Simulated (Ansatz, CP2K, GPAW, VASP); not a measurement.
One calculation of SnSe, 4 ways

```
Sn Se
1.0
    11.42000    0.00000    0.00000
     0.00000    4.19000    0.00000
     0.00000    0.00000    4.46000
Sn Se
4 4
Cartesian
  10.0153 3.1425 4.0541
  7.1147 1.0475 1.8241
  4.3053 3.1425 2.6359
  1.4047 1.0475 0.4059
  7.3431 3.1425 4.3886
  9.7869 1.0475 2.1586
  1.6331 3.1425 2.3014
  4.0769 1.0475 0.0714
```

Alike in all runs: task single point; functional PBE; k mesh 3 × 6 × 6; occupations gaussian, width 0.011 eV; no spin polarisation; no spin-orbit coupling. Pressure is positive in compression and, in plane waves, holds the error of the finite cutoff, which Ansatz's Pulay term estimates and takes out.

| program and potentials | plane-wave cutoff (eV) | notes | pressure (GPa) | largest force (eV/Å) |
| --- | --- | --- | --- | --- |
| Ansatz, Ansatz PAW | 420 | 15 valence electrons an atom on average; Pulay term of +0.03 GPa included | 2.39 | 0.311 |
| CP2K, POTENTIAL_UZH Sn GTH-PBE-q4, Se GTH-PBE-q6; TZVP-MOLOPT-PBE-GTH basis | - | atomic basis; 5 valence electrons an atom on average | 3.42 | 0.385 |
| GPAW, GPAW PAW data sets (gpaw-data 1.2.1) | 600 | 10 valence electrons an atom on average | 2.23 | 0.305 |
| VASP, PBE PAW files Se, Sn_d, 520 eV | 520 | 10 valence electrons an atom on average | ? | ? |

Estimate from the other rows what the run with VASP, PBE PAW files Se, Sn_d, 520 eV gave.

Pressure 2.42 GPa; largest force 0.326 eV/Å. The other rows, which needn't bracket it: pressure 2.23 to 3.42; largest force 0.305 to 0.385.
